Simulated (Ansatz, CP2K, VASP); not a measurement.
## ZnS: 3 runs at one level of theory

```xyz
4
Lattice="3.8110 0.0000 0.0000 -1.9055 3.3004 0.0000 0.0000 0.0000 6.2340" Properties=species:S:1:pos:R:3 pbc="T T T"
Zn    1.9055    1.1001    3.1170
Zn    0.0000    2.2003    0.0000
S     1.9055    1.1001    5.5171
S     0.0000    2.2003    2.4001
```

Alike in all runs: task single point; functional PBE; k mesh 8 × 8 × 5; occupations gaussian, width 0.011 eV; no spin polarisation; no spin-orbit coupling. Pressure is positive in compression and, in plane waves, holds the error of the finite cutoff, which Ansatz's Pulay term estimates and takes out.

```csv
program and potentials,plane-wave cutoff (eV),notes,pressure (GPa),largest force (eV/Å)
"Ansatz, Ansatz PAW",420,Pulay term of +0.07 GPa included,2.33,0.319
"VASP, PBE PAW files S, Zn, 520 eV",520,-,2.25,0.323
"CP2K, POTENTIAL_UZH Zn GTH-PBE-q12, S GTH-PBE-q6; TZVP-MOLOPT-PBE-GTH basis",-,atomic basis,2.78,-
```

Force on atom 4 (S), eV/Å:

| program and potentials | x | y | z |
| --- | --- | --- | --- |
| Ansatz, Ansatz PAW | 0.000 | 0.000 | -0.319 |
| VASP, PBE PAW files S, Zn, 520 eV | 0.000 | 0.000 | -0.323 |

The pressure spans 2.25 (VASP, PBE PAW files S, Zn, 520 eV) to 2.78 GPa (CP2K, POTENTIAL_UZH Zn GTH-PBE-q12, S GTH-PBE-q6; TZVP-MOLOPT-PBE-GTH basis). Rows in atomic bases carry the error of their basis and grid, which can be large.

The functional is the same throughout but for its coding, so the spread measures potentials, basis and numerics; runs on potential files found faulty are left out.
